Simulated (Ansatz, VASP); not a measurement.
## SnSe2: VASP beside Ansatz

```
Sn Se
1.0
     3.81100    0.00000    0.00000
    -1.90550    3.30042    0.00000
     0.00000    0.00000    6.13600
Sn Se
1 2
Direct
  0.00000 0.00000 0.98370
  0.33333 0.66667 0.24900
  0.66667 0.33333 0.75100
```

Alike in both runs: task single point; functional PBE; k mesh 6 × 6 × 4; no spin polarisation.

```csv
,VASP,Ansatz
version,VASP 6.6.1,Ansatz 0.2.0
potentials or method,"VASP PAW PBE potentials, release 64 (Sn_d, Se)","plane waves, PAW"
plane-wave cutoff (eV),520,420
occupations,"gaussian, width 0.01 eV",fixed
valence electrons in the cell,26,46
```

|  | VASP | Ansatz | Ansatz less VASP |
| --- | --- | --- | --- |
| rms of the force components (eV/Å) | 0.775 | 0.767 | -0.0076 |

Atom by atom the forces differ by 0.009 eV/Å (rms over components). The two sets of potentials don't hold the same shells in valence.

Caveats: forces of over 1 eV/Å show positions far from the minimum, so gaps and moduli don't describe the material at rest. A k mesh can miss the band edges.
